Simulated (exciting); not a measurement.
Consider MgO (Periclase), space group Fm-3m.

```cif
data_structure
_symmetry_space_group_name_H-M 'P 1'
_symmetry_Int_Tables_number 1
_cell_length_a 2.9819
_cell_length_b 2.9819
_cell_length_c 2.9819
_cell_angle_alpha 60.000
_cell_angle_beta 60.000
_cell_angle_gamma 60.000
_cell_volume 18.75
loop_
_atom_site_label
_atom_site_type_symbol
_atom_site_fract_x
_atom_site_fract_y
_atom_site_fract_z
_atom_site_occupancy
Mg1 Mg 0.00000 0.00000 0.00000 1
O2 O 0.50000 0.50000 0.50000 1
```

Absorber: atom 2, with 6 Mg at 2.11 Å (octahedral, site symmetry m-3m). Method: exciting, all-electron LAPW+lo, PBEsol, exchange and screened direct term (singlet BSE), 6×6×6 shifted k points, 10 conduction bands, |G+q| up to 3 bohr⁻¹, full RPA screening with nempty = 28, Lorentzian half width 0.45 eV.

The database entry behind the starting cell differs from later determinations by our own check (about 0.1 % long), so it need not match the best structure at ambient conditions.

**Question.** Predict the O K near-edge structure at this level.

Bound core exciton? Undecided on this mesh: the first bright state (over 5 % of the brightest) lies at -0.10 eV from the Kohn–Sham onset and at -0.46 eV from the lowest bare transition of its own mesh; weaker or dark states reach down to -0.67 eV. Maxima (height): 2.3 eV (1.00) and 11.2 eV (0.35).

Energy from the Kohn–Sham onset, core level to the lowest empty state found on the meshes used; Im ε in relative units:

| E (eV) | Im ε |
| --- | --- |
| -3.5 | 0.02 |
| -3.0 | 0.03 |
| -2.5 | 0.03 |
| -2.0 | 0.04 |
| -1.5 | 0.06 |
| -1.0 | 0.08 |
| -0.5 | 0.13 |
| 0.0 | 0.26 |
| 0.5 | 0.47 |
| 1.0 | 0.74 |
| 1.5 | 0.92 |
| 2.0 | 0.98 |
| 2.5 | 0.99 |
| 3.0 | 0.90 |
| 3.5 | 0.81 |
| 4.0 | 0.68 |
| 4.5 | 0.61 |
| 5.0 | 0.60 |
| 5.5 | 0.47 |
| 6.0 | 0.31 |
| 6.5 | 0.22 |
| 7.0 | 0.18 |
| 7.5 | 0.14 |
| 8.0 | 0.11 |
| 8.5 | 0.10 |
| 9.0 | 0.10 |
| 9.5 | 0.11 |
| 10.0 | 0.15 |
| 10.5 | 0.24 |
| 11.0 | 0.34 |
| 11.5 | 0.31 |
| 12.0 | 0.23 |
| 12.5 | 0.18 |
| 13.0 | 0.17 |
| 13.5 | 0.14 |
| 14.0 | 0.12 |
| 14.5 | 0.12 |
| 15.0 | 0.12 |
| 15.5 | 0.13 |
| 16.0 | 0.14 |
| 16.5 | 0.14 |
| 17.0 | 0.12 |

With 216 k points the binding energies are rough. Exchange and the short-range direct term aren't converged in the kernel cutoff. The zero comes from the unshifted 6×6×6 ground-state mesh; it is exact only where the band minimum lies on that mesh. The Kohn–Sham onset, 506 eV, is no photon energy: the scale needs a rigid shift. No quasiparticle correction widens the gap or stretches the bands. Vibrations and energy-dependent lifetimes are left out. The structure is a published determination, not relaxed.

[Banner, clock and machine lines of the logs are left out without a mark of their own.]

[Logs are printed without paths, hosts, clocks, repeated set-up lines and the standing remarks that a program may print on its own settings, such as how far it seeks lower states.]

[Hosts, paths, dates, database ids (printed as entryN), source tags and the programs' standing remarks are cut or masked in the printed files.]
